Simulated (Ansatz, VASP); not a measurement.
# Two plane-wave programs on InGa3As4

The input INCAR:

```
  PREC = Accurate
  ENCUT = 520
  EDIFF = 1E-7
  ISMEAR = -1
  SIGMA = 0.02
  LREAL = F
  LASPH = T
  NELM = 100
  ALGO = Normal
  ISIF = 2
  LWAVE = F
  LCHARG = F
  GGA = PE
  NBANDS = 46
```

Contents of KPOINTS:

```
regular mesh
0
Gamma
  6 4 4
```

The input POSCAR:

```
InGa3As4
1.0
    4.0802416856      0.0000000000      0.0000000000
    0.0000000000      8.1749279954      0.0000000000
    0.0000000000      0.0000000000      5.7794251200
Ga As In
3 4 1
Direct
    0.0000000000      0.7582199642     -0.0001614312
    0.5000000000      0.0000000000      0.4980438961
    0.0000000000      0.2417800358     -0.0001614312
    0.5000000000      0.7627617284      0.2403125225
    0.0000000000      0.0000000000      0.7413020086
    0.5000000000      0.2372382716      0.2403125225
    0.0000000000      0.5000000000      0.7799366619
    0.5000000000      0.5000000000      0.5004152507
```

Input for Ansatz:

```yaml
crystal:
  lattice:
    - [4.0802416856, 0.0, 0.0]
    - [0.0, 8.1749279954, 0.0]
    - [0.0, 0.0, 5.77942512]
  atoms:
    - { symbol: Ga, position: [0.0, 0.7582199642, -0.0001614312] }
    - { symbol: As, position: [0.5, 0.7627617284, 0.2403125225] }
    - { symbol: Ga, position: [0.5, 0.0, 0.4980438961] }
    - { symbol: As, position: [0.0, 0.0, 0.7413020086] }
    - { symbol: Ga, position: [0.0, 0.2417800358, -0.0001614312] }
    - { symbol: As, position: [0.5, 0.2372382716, 0.2403125225] }
    - { symbol: In, position: [0.5, 0.5, 0.5004152507] }
    - { symbol: As, position: [0.0, 0.5, 0.7799366619] }
kpoints:
  mp_grid: { grid: [6, 4, 4] }
  band_path:
    path:
      - [0.0, 0.0, 0.0]
      - [0.5, 0.0, 0.0]
      - [0.5, 0.5, 0.0]
      - [0.0, 0.5, 0.0]
      - [0.0, 0.0, 0.5]
      - [0.5, 0.0, 0.5]
      - [0.5, 0.5, 0.5]
      - [0.0, 0.5, 0.5]
    npoints: 1
hamiltonian:
  xc: pbe
scf:
  occupations: { method: fermi_dirac, width: 0.02 }
  n_extra_bands: 6
output:
  forces: true
  stress: true
  eigenvalues: true
```

Alike in both runs: task single point; functional PBE; k mesh 6 × 4 × 4; occupations fermi-dirac, width 0.02 eV; no spin polarisation.

|  | VASP | Ansatz |
| --- | --- | --- |
| version | VASP 6.6.1 | Ansatz 0.2.0 |
| potentials or method | VASP PAW PBE potentials, release 64 (Ga_d, As, In_d) | plane waves, PAW |
| plane-wave cutoff (eV) | 520 | 420 |
| valence electrons in the cell | 72 | 112 |

|  | VASP | Ansatz | Ansatz less VASP |
| --- | --- | --- | --- |
| pressure (GPa) | 2.7 | 2.5 | -0.15 |
| rms of the force components (eV/Å) | 0.013 | 0.012 | -0.0011 |

The two sets of potentials don't hold the same shells in valence.

Caveats: spin-orbit coupling is left out, which moves the levels of the heavy elements.
